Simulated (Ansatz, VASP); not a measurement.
One calculation of HfO2, two programs

Contents of INCAR:

```
SYSTEM = HfO2
PREC     = Accurate       ! precision mode
ENCUT    = 520            ! plane-wave cutoff, eV
EDIFF    = 1E-6           ! SCF threshold, eV
ISMEAR   = 0              ! smearing method
SIGMA    = 0.05           ! smearing width, eV
LREAL    = .FALSE.        ! projectors in reciprocal space
LASPH    = .TRUE.         ! aspherical terms in the spheres
NELM     = 100            ! most SCF steps
ALGO     = Normal         ! electronic algorithm
ISIF     = 2              ! what is computed and relaxed
LWAVE    = .FALSE.        ! write WAVECAR
LCHARG   = .FALSE.        ! write CHGCAR
GGA      = PS             ! functional
NBANDS   = 18             ! bands
```

The input KPOINTS:

```
regular mesh
0
G
  8 8 8
  0 0 0
```

The input POSCAR:

```
HfO2
1.0
    0.1382172902      2.6152296593      2.6152296593
    2.6152296593      0.1382172902      2.6152296593
    2.6152296593      2.6152296593      0.1382172902
Hf O
1 2
Direct
    0.0000000000      0.0000000000      0.0000000000
    0.2500000000      0.2500000000      0.2500000000
    0.7500000000      0.7500000000      0.7500000000
```

Input for Ansatz:

```yaml
crystal:
  lattice:
    - [0.1382172902, 2.6152296593, 2.6152296593]
    - [2.6152296593, 0.1382172902, 2.6152296593]
    - [2.6152296593, 2.6152296593, 0.1382172902]
  atoms:
    - { symbol: Hf, position: [0.0, 0.0, 0.0] }
    - { symbol: O, position: [0.25, 0.25, 0.25] }
    - { symbol: O, position: [0.75, 0.75, 0.75] }
basis:
  ecutwfc: 520.0
kpoints:
  mp_grid: { grid: [8, 8, 8] }
hamiltonian:
  xc: pbesol
  pseudopotentials: { kind: paw, azcp: { folder: soft_1 } }
scf:
  occupations: { method: gaussian, width: 0.05 }
output:
  forces: true
  stress: true
  eigenvalues: true
```

Alike in both runs: task single point; functional PBEsol; k mesh 8 × 8 × 8; occupations gaussian, width 0.05 eV; no spin polarisation.

|  | VASP | Ansatz |
| --- | --- | --- |
| version | VASP 6.6.1 | Ansatz 0.2.0 |
| potentials or method | VASP PAW PBE potentials, release 64 (Hf_pv, O) | scalar-relativistic, plane waves, PAW |
| plane-wave cutoff (eV) | 520 | 520 |
| valence electrons in the cell | 22 | 38 |

|  | VASP | Ansatz | Ansatz less VASP |
| --- | --- | --- | --- |
| gap on the k mesh at the Fermi level (eV) | 3.70 | 3.69 | -0.016 |
| least direct gap on the mesh (eV) | 3.70 | 3.69 | -0.016 |
| pressure (GPa) | -8.4 | -4.8 | +3.54 |
| largest component of the traceless stress (GPa) | 3.32 | 3.53 | +0.202 |
| rms of the force components (eV/Å) | 0.168 | 0.193 | +0.0251 |

Atom by atom the forces differ by 0.025 eV/Å (rms over components). The two sets of potentials don't hold the same shells in valence. Ansatz warned: «pseudo_functional_mismatch».

Caveats: the PAW data sets were made with another functional, which shifts forces and pressure a little (VASP); spin-orbit coupling is left out, which moves the levels of the heavy elements. A k mesh can miss the band edges.
